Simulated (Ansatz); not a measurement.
SrCl2 built on the CdI2 prototype at its r2SCAN+rVV10 geometry, run in Ansatz 0.2.0 at 4 levels of theory. Non-magnetic throughout. Whether this structure exists isn't addressed.

The LDA input:
```yaml
crystal:
  lattice:
    - [4.4072490604, 0.0, 0.0]
    - [-2.2036245302, 3.8167896471, 0.0]
    - [0.0, 0.0, 5.5960679692]
  atoms:
    - { symbol: Sr, position: [0.0, 0.0, 0.0] }
    - { symbol: Cl, position: [0.3333333333, 0.6666666667, 0.2486948621] }
    - { symbol: Cl, position: [0.6666666667, 0.3333333333, 0.7513051379] }
kpoints:
  mp_grid: { grid: [6, 6, 6] }
  band_path:
    path:
      - [0.0, 0.0, 0.0]
      - [0.5, 0.0, 0.0]
      - [0.3333333333, 0.3333333333, 0.0]
      - [0.0, 0.0, 0.5]
      - [0.5, 0.0, 0.5]
      - [0.3333333333, 0.3333333333, 0.5]
    npoints: 1
hamiltonian:
  xc: lda
scf:
  occupations: { method: fixed }
  n_extra_bands: 4
output:
  forces: true
  stress: true
  eigenvalues: true
```

Main results, then, where recorded, the levels near the gap in eV from the Fermi energy (columns number the bands from 0), one row a point of the path (Γ, M, K, A, L, H):
```
Crystal: 3 atoms, lattice volume = 94.134 Å³
Symmetry: 12 space group operations
Space group: P-3m1 (ITA 164)
```
```
Basis set: ecut = 420 eV, 1825 PW (Γ)
k-points: 34 of 216
SCF converged after 6 iterations
Free energy (F): -5539.718929 eV
Fermi energy:    1.668125 eV
--- Forces (eV/Å), atoms counted from 1 ---
  atom   1  Sr      0.00000      0.00000      0.00000
  atom   2  Cl      0.00000      0.00000    -0.22322
  atom   3  Cl      0.00000      0.00000      0.22322
--- Stress (GPa, compression-positive) ---
       -2.204895       0.000000       0.000000
        0.000000      -2.204895       0.000000
        0.000000       0.000000      -1.514822
  P = ⅓ Tr σ = -1.9749 GPa (-19.749 kbar)
```
```tsv
band_7	band_8	band_9	band_10	band_11	band_12	band_13	band_14
-1.482	-1.482	-0.459	-0.459	0.000	4.711	6.465	6.465
-1.073	-1.002	-0.995	-0.959	-0.829	5.158	6.726	7.683
-1.356	-1.356	-0.869	-0.869	-0.559	5.810	6.470	6.470
-1.351	-1.351	-1.001	-0.641	-0.641	6.195	6.195	6.253
-1.628	-1.263	-0.769	-0.584	-0.297	5.879	7.302	7.387
-1.689	-1.458	-1.039	-0.507	-0.507	6.919	6.919	7.086
```

The LDA gap is direct at Γ: 4.71 eV.

PBE+SOC. Against the first input these blocks differ (the band path and keys that only write files left aside):
```yaml
hamiltonian:
  xc: pbe
scf:
  occupations: { method: fixed }
  n_extra_bands: 8
magnetization:
  noncollinear: true
  spin_orbit: true
```

```
Basis set: ecut = 420 eV, 1825 PW (Γ)
k-points: 34 of 216
SCF converged after 9 iterations
Free energy (F): -5711.174877 eV
Fermi energy:    1.918181 eV
--- Forces (eV/Å), atoms counted from 1 ---
  atom   1  Sr      0.00000      0.00000      0.00000
  atom   2  Cl      0.00000      0.00000      0.00197
  atom   3  Cl      0.00000      0.00000    -0.00197
--- Stress (GPa, compression-positive) ---
        1.169501       0.000000       0.000000
        0.000000       1.169501       0.000000
        0.000000       0.000000       1.248616
  P = ⅓ Tr σ = 1.1959 GPa (11.959 kbar)
```
```tsv
band_14	band_15	band_16	band_17	band_18	band_19	band_20	band_21	band_22	band_23	band_24	band_25	band_26	band_27	band_28	band_29
-1.482	-1.482	-1.420	-1.420	-0.521	-0.521	-0.415	-0.415	0.000	0.000	5.156	5.156	6.688	6.688	6.690	6.690
-1.082	-1.082	-0.975	-0.975	-0.952	-0.952	-0.940	-0.940	-0.792	-0.792	5.462	5.462	7.004	7.004	8.056	8.056
-1.343	-1.343	-1.290	-1.290	-0.854	-0.854	-0.832	-0.832	-0.553	-0.553	6.111	6.111	6.725	6.725	6.756	6.756
-1.291	-1.291	-1.275	-1.275	-0.963	-0.963	-0.676	-0.676	-0.592	-0.592	6.431	6.431	6.435	6.435	6.621	6.621
-1.573	-1.573	-1.237	-1.237	-0.770	-0.770	-0.567	-0.567	-0.292	-0.292	6.139	6.139	7.539	7.539	7.785	7.785
-1.629	-1.629	-1.412	-1.412	-1.008	-1.008	-0.514	-0.514	-0.486	-0.486	7.147	7.147	7.174	7.174	7.296	7.296
```

PBE+SOC gives a direct gap of 5.16 eV at Γ. The mean pressure is +1.20 GPa (compression positive), so PBE+SOC would enlarge the cell's volume.

**Question.** In the first input these blocks are replaced (the band path and keys that only write files left aside):
```yaml
hamiltonian:
  xc: r2scan
```
What comes out?

**Answer.**
```
Basis set: ecut = 500 eV, 2337 PW (Γ)
k-points: 34 of 216
SCF converged after 6 iterations
Free energy (F): -5730.455191 eV
Fermi energy:    1.522946 eV
--- Forces (eV/Å), atoms counted from 1 ---
  atom   1  Sr      0.00000      0.00000      0.00000
  atom   2  Cl      0.00000      0.00000    -0.00582
  atom   3  Cl      0.00000      0.00000      0.00582
--- Stress (GPa, compression-positive) ---
        0.598217       0.000000       0.000000
        0.000000       0.598217       0.000000
        0.000000       0.000000       0.631354
  P = ⅓ Tr σ = 0.6093 GPa (6.093 kbar)
```
```tsv
band_7	band_8	band_9	band_10	band_11	band_12	band_13	band_14
-1.461	-1.461	-0.472	-0.472	0.000	5.789	7.324	7.324
-1.076	-0.988	-0.978	-0.944	-0.792	5.986	7.582	8.675
-1.327	-1.327	-0.847	-0.847	-0.564	6.638	7.330	7.330
-1.327	-1.276	-0.956	-0.651	-0.651	7.049	7.049	7.295
-1.600	-1.244	-0.777	-0.558	-0.295	6.728	8.233	8.283
-1.655	-1.400	-1.026	-0.492	-0.492	7.779	7.779	7.956
```
r2SCAN gives a direct gap of 5.79 eV at Γ. At this geometry r2SCAN finds +0.61 GPa, compression counted positive: its own equilibrium volume is larger.

**Question.** In the first input these blocks are replaced (the band path and keys that only write files left aside):
```yaml
crystal:
  # lattice and atoms as above
  host: atoms
kpoints:
  mp_grid: { grid: [6, 6, 4] }
hamiltonian:
  xc:
    exchange: pbe
    correlation: pbe
    exx: { coeff: inverse_dielectric }
```
What comes out?

**Answer.**
```
ε∞ on k-mesh 6×6×4 of a primitive cell: xx 2.7581, yy 2.7581, zz 2.4753; 3/Tr ε∞, of that cell with its empty space = 0.3754011855117899
Basis set: ecut = 420 eV, 1825 PW (Γ)
k-points: 24 of 144
hybrid outer 1: dexx = +1.994e-2 eV, tail = 4.35e-5 eV
hybrid outer 2: dexx = +2.350e-6 eV, tail = 4.12e-8 eV, Δε = 1.96e-3 eV, ΔF = 3.49e-3 eV/Å
hybrid SCF converged: 2 outer / 13 inner (+2 warm-up)
Free energy (F): -5717.211668 eV
Fermi energy:    -0.116612 eV
--- Forces (eV/Å), atoms counted from 1 ---
  atom   1  Sr      0.00000      0.00000      0.00000
  atom   2  Cl      0.00000      0.00000    -0.09552
  atom   3  Cl      0.00000      0.00000      0.09552
--- Stress (GPa, compression-positive) ---
        0.496779       0.000000       0.000000
        0.000000       0.496779       0.000000
        0.000000       0.000000       0.611065
  P = ⅓ Tr σ = 0.5349 GPa (5.349 kbar)
```
```tsv
band_7	band_8	band_9	band_10	band_11	band_12	band_13	band_14
-1.591	-1.591	-0.493	-0.493	0.000	8.224	10.144	10.144
-1.171	-1.103	-1.061	-1.013	-0.875	8.651	10.362	11.203
-1.433	-1.433	-0.949	-0.949	-0.604	9.356	10.052	10.052
-1.441	-1.431	-1.038	-0.692	-0.692	9.827	9.827	9.886
-1.756	-1.344	-0.845	-0.613	-0.326	9.460	10.864	11.019
-1.810	-1.547	-1.103	-0.539	-0.539	10.588	10.588	10.831
```
The DDH-PBE0 gap is direct at Γ: 8.22 eV. The mean pressure at these positions is +0.5 GPa, compression counted positive. The stress of a hybrid is loosely converged here.

The hybrids run on coarser meshes, which limits their stresses and small splittings of levels.

Totals of different functionals, or with and without spin-orbit coupling, can't be compared.

Only the levels marked +SOC include spin-orbit coupling.
